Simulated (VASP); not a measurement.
# GaSb (F-43m) in VASP: a series of runs, part 3 of 3

VASP 6.6.1. Earlier steps stand in the parts before.

### Step 5. Single point, r2SCAN+D4 (volume scaled by 1.04)

The input, POSCAR:

```
GaSb
1.0
    0.0000000000      3.0924498867      3.0924498867
    3.0924498867      0.0000000000      3.0924498867
    3.0924498867      3.0924498867      0.0000000000
Ga Sb
1 1
Direct
    0.0000000000      0.0000000000      0.0000000000
    0.7500000000      0.7500000000      0.7500000000
```

The input, INCAR.step1:

```
PREC = Accurate ; ENCUT = 520
ISMEAR = 0 ; SIGMA = 0.05
LREAL = F ; LASPH = T
NELM = 100 ; NBANDS = 16
GGA = PE ; ALGO = Normal
EDIFF = 1E-4 ; LWAVE = T
LCHARG = F
```

The input, INCAR.step2:

```
PREC = Accurate ; ENCUT = 520
EDIFF = 1E-7 ; ISMEAR = 0
SIGMA = 0.05 ; LREAL = F
LASPH = T ; NELM = 100
ALGO = Normal ; ISIF = 2
LWAVE = F ; LCHARG = T
METAGGA = R2SCAN ; LMIXTAU = T
IVDW = 13 ; VDW_S6 = 1.0
VDW_S8 = 0.6018749 ; VDW_A1 = 0.51559235
VDW_A2 = 5.77342911 ; LELF = T
LVHAR = T ; NBANDS = 16
ISTART = 1
```

The input, KPOINTS:

```
regular mesh
0
Gamma
  6 6 6
```

Potentials or basis: VASP PAW PBE potentials, release 64 (Ga_d, Sb).

Started as:

```sh
> cat potpaw_PBE.64/Ga_d/POTCAR potpaw_PBE.64/Sb/POTCAR > POTCAR
> cp INCAR.step1 INCAR
> mpirun -np 1 vasp_std > vasp.out
> cp INCAR.step2 INCAR
> mpirun -np 1 vasp_std > vasp.out
```

OUTCAR:

```text
PREC = Accurate
   ENCUT = 520
   EDIFF = 1E-7
   ISMEAR = 0
   LREAL = F
   LASPH = T
   NELM = 100
   ISIF = 2
   METAGGA = R2SCAN
   IVDW = 13
   ISTART = 1

 ion  position               nearest neighbor table
   1  0.000  0.000  0.000-   2 2.68   2 2.68   2 2.68   2 2.68
   2  0.750  0.750  0.750-   1 2.68   1 2.68   1 2.68   1 2.68

  LATTYP: Found a face centered cubic cell.
 ALAT       =     6.1848997734

  Lattice vectors:

 A1 = (   0.0000000000,   3.0924498867,   3.0924498867)
 A2 = (   3.0924498867,   0.0000000000,   3.0924498867)
 A3 = (   3.0924498867,   3.0924498867,   0.0000000000)

Analysis of symmetry for initial positions (statically):
=====================================================================
 Subroutine PRICEL returns:
 Original cell was already a primitive cell.

 Routine SETGRP: Setting up the symmetry group for a
 face centered cubic supercell.

 Subroutine GETGRP returns: Found 24 space group operations
 (whereof 24 operations were pure point group operations)
 out of a pool of 48 trial point group operations.

The static configuration has the point symmetry T_d .
[... 150 lines left out ...]

  energy without entropy =      -37.57351922  energy(sigma->0) =      -37.57352276

 E-fermi :   4.4678     XC(G=0):  -9.5675

 val. band max:        4.3599429487   @ k =   0.0000   0.0000   0.0000
 cond. band min:       4.5635103404   @ k =   0.0000   0.0000   0.0000
 fundamental gap:      0.2035673917
 Fermi energy:         4.4678451654

 k-point     1 :       0.0000    0.0000    0.0000
  band No.  band energies     occupation
      1     -11.0882      2.00000
      2     -11.0882      2.00000
      3     -11.0882      2.00000
      4     -11.0366      2.00000
      5     -11.0366      2.00000
      6      -7.3400      2.00000
[... 281 lines left out ...]
      3     -11.0655      2.00000
      4     -11.0440      2.00000
      5     -11.0347      2.00000
      6      -4.8312      2.00000
[... 8 lines left out ...]
     15      14.7562      0.00000
     16      16.1807      0.00000

------------------------ aborting loop because EDIFF is reached ----------------------------------------

  DFT-D4 for vdW energy calculation

  Edisp (eV):   -0.27563

  FORCE on cell =-STRESS in cart. coord.  units (eV):
  Direction    XX          YY          ZZ          XY          YZ          ZX
  --------------------------------------------------------------------------------------
  -------------------------------------------------------------------------------------
  Total      -0.70999    -0.70999    -0.70999     0.00000     0.00000     0.00000
  in kB     -19.23214   -19.23214   -19.23214     0.00000     0.00000     0.00000
  external pressure =      -19.23 kB  Pullay stress =        0.00 kB

 VOLUME and BASIS-vectors are now :
 -----------------------------------------------------------------------------
  energy-cutoff  :      520.00
  volume of cell :       59.15
      direct lattice vectors                 reciprocal lattice vectors
     0.000000000  3.092449887  3.092449887    -0.161684108  0.161684108  0.161684108
     3.092449887  0.000000000  3.092449887     0.161684108 -0.161684108  0.161684108
     3.092449887  3.092449887  0.000000000     0.161684108  0.161684108 -0.161684108

 POSITION                                       TOTAL-FORCE (eV/Angst)
 -----------------------------------------------------------------------------------
      0.00000      0.00000      0.00000        -0.000000     -0.000000     -0.000000
      4.63867      4.63867      4.63867         0.000000      0.000000      0.000000
 -----------------------------------------------------------------------------------
    total drift:                               -0.000007     -0.000007     -0.000007

  FREE ENERGIE OF THE ION-ELECTRON SYSTEM (eV)
  ---------------------------------------------------
  free  energy   TOTEN  =       -37.8491596880 eV

  energy  without entropy=      -37.8491526141  energy(sigma->0) =      -37.84915615
```

OUTCAR.step1:

```text
PREC = Accurate
   ENCUT = 520
   ISMEAR = 0
   LREAL = F
   LASPH = T
[... 514 lines left out ...]
 -----------------------------------------------------------------------------------
      0.00000      0.00000      0.00000        -0.000000     -0.000000      0.000000
      4.63867      4.63867      4.63867         0.000000      0.000000     -0.000000
 -----------------------------------------------------------------------------------
    total drift:                               -0.000001     -0.000001     -0.000001

  FREE ENERGIE OF THE ION-ELECTRON SYSTEM (eV)
  ---------------------------------------------------
  free  energy   TOTEN  =        -7.3406648757 eV

  energy  without entropy=       -7.3403077870  energy(sigma->0) =       -7.34048633
```

OSZICAR.step1:

```text
N       E                     dE             d eps       ncg     rms          rms(c)
DAV:   1     0.828650151120E+02    0.82865E+02   -0.86761E+03   520   0.134E+03
DAV:   2    -0.111432345348E+01   -0.83979E+02   -0.80698E+02   608   0.301E+02
DAV:   3    -0.728882170799E+01   -0.61745E+01   -0.61624E+01   600   0.652E+01
DAV:   4    -0.738987094396E+01   -0.10105E+00   -0.10104E+00   640   0.926E+00
DAV:   5    -0.739228151232E+01   -0.24106E-02   -0.24105E-02   648   0.127E+00    0.306E+00
DAV:   6    -0.735077017990E+01    0.41511E-01   -0.62708E-02   760   0.381E+00    0.183E+00
DAV:   7    -0.733904853014E+01    0.11722E-01   -0.36960E-02   584   0.152E+00    0.345E-01
DAV:   8    -0.734010792962E+01   -0.10594E-02   -0.44533E-03   688   0.748E-01    0.786E-02
DAV:   9    -0.734062352781E+01   -0.51560E-03   -0.69119E-04   552   0.205E-01    0.322E-02
DAV:  10    -0.734066487571E+01   -0.41348E-04   -0.41825E-05   552   0.407E-02
   1 F= -.73406649E+01 E0= -.73404863E+01  d E =-.357089E-03
```

Wall time 35 s (1 thread of Intel Xeon 6975P-C (Granite Rapids), shared host); peak memory 0.21 GiB.

Results:

```yaml
Free_energy: -37.8492 eV
Pressure: -1.9 GPa
Band_gap_on_the_k_mesh: 0.20 eV, direct
Dispersion_energy_per_atom: -0.138 eV
```

Levels at points of the mesh, in eV from the valence-band top:
```csv
k point,band 7,band 8,band 9,band 10,band 11,band 12
"(0.00, 0.00, 0.00)",0.00,0.00,0.00,0.20,2.99,2.99
"(0.50, 0.00, 0.00)",-6.42,-1.16,-1.16,0.61,4.01,4.01
"(0.50, 0.50, 0.00)",-6.90,-2.58,-2.58,1.15,1.53,9.04
```

Caveat: the PAW data sets were made with another functional, which shifts forces and pressure a little; spin-orbit coupling is left out, which moves the levels of the heavy elements. A k mesh can miss the band edges.

### Step 6. Single point, r2SCAN (volume scaled by 1.04)

The input, POSCAR:

```
GaSb
1.0
    0.0000000000      3.1060368693      3.1060368693
    3.1060368693      0.0000000000      3.1060368693
    3.1060368693      3.1060368693      0.0000000000
Ga Sb
1 1
Direct
    0.0000000000      0.0000000000      0.0000000000
    0.7500000000      0.7500000000      0.7500000000
```

The input, INCAR.step1:

```
ALGO = Normal ; EDIFF = 1E-4
ENCUT = 520 ; GGA = PE
ISMEAR = 0 ; LASPH = True
LCHARG = False ; LREAL = False
LWAVE = True ; NBANDS = 16
NELM = 100 ; PREC = Accurate
SIGMA = 0.05
```

The input, INCAR.step2:

```
ALGO = Normal ; EDIFF = 1E-6
ENCUT = 520 ; ISIF = 2
ISMEAR = 0 ; ISTART = 1
LASPH = True ; LCHARG = False
LMIXTAU = True ; LREAL = False
LWAVE = False ; METAGGA = R2SCAN
NBANDS = 16 ; NELM = 100
PREC = Accurate ; SIGMA = 0.05
```

The input, KPOINTS:

```
k-points
0
Gamma
  6 6 6
```

Potentials or basis: VASP PAW PBE potentials, release 64 (Ga_d, Sb).

Started as:

```sh
> cat potpaw_PBE.64/Ga_d/POTCAR potpaw_PBE.64/Sb/POTCAR > POTCAR
> cp INCAR.step1 INCAR
> mpirun -np 1 vasp_std > vasp.out
> cp INCAR.step2 INCAR
> mpirun -np 1 vasp_std > vasp.out
```

Run time: 26 s. Hardware: 1 thread of Intel Xeon 6975P-C (Granite Rapids), shared host; peak memory 0.21 GiB.

The run converged. Its results:

- Free energy: -37.5659 eV
- Pressure: -1.8 GPa
- Band gap on the k mesh: 0.11 eV, direct

Levels at points of the mesh, in eV from the valence-band top:
| k point | band 6 | band 7 | band 8 | band 9 | band 10 | band 11 | band 12 | band 13 |
| --- | --- | --- | --- | --- | --- | --- | --- | --- |
| (0.00, 0.00, 0.00) | -11.61 | 0.00 | 0.00 | 0.00 | 0.11 | 2.99 | 2.99 | 2.99 |
| (0.50, 0.00, 0.00) | -10.01 | -6.35 | -1.14 | -1.14 | 0.58 | 4.01 | 4.01 | 6.93 |
| (0.50, 0.50, 0.00) | -9.18 | -6.84 | -2.53 | -2.53 | 1.16 | 1.56 | 8.95 | 8.95 |

Caveat: the PAW data sets were made with another functional, which shifts forces and pressure a little; spin-orbit coupling is left out, which moves the levels of the heavy elements.

### Step 7. The runs side by side

```csv
level,cell,gap on the mesh (eV),pressure (GPa)
r2SCAN,"a = 4.336 Å, angles 60.0°, 2 atoms",0.40,0.1
r2SCAN+D4,"a = 4.345 Å, angles 60.0°, 2 atoms",0.35,-1.0
r2SCAN,"a = 4.364 Å, angles 60.0°, 2 atoms",0.25,-0.9
r2SCAN+D4,"a = 4.373 Å, angles 60.0°, 2 atoms",0.20,-1.9
r2SCAN,"a = 4.393 Å, angles 60.0°, 2 atoms",0.11,-1.8
```

Alike in all rows: task single point; potentials or basis VASP PAW PBE potentials, release 64 (Ga_d, Sb); no spin polarisation; k mesh 6 × 6 × 6; cutoff (eV) 520; smearing gaussian 0.05 eV.

Caveats: the PAW data sets were made with another functional, which shifts forces and pressure a little; spin-orbit coupling is left out, which moves the levels of the heavy elements.

Total energies depend on the potentials used, so only differences within one code and one set of settings carry meaning.

### Step 8. Against experiment

Step 2. Measured gap of GaSb: 0.811 eV (direct; 4.2 K; a printed reference work, data compilation). This calculation gives 0.40 eV (-0.41 eV). Spin-orbit coupling on Ga, Sb is left out. The value is that of r2SCAN on a finite k mesh, which can miss the band edges, without temperature or zero-point motion.
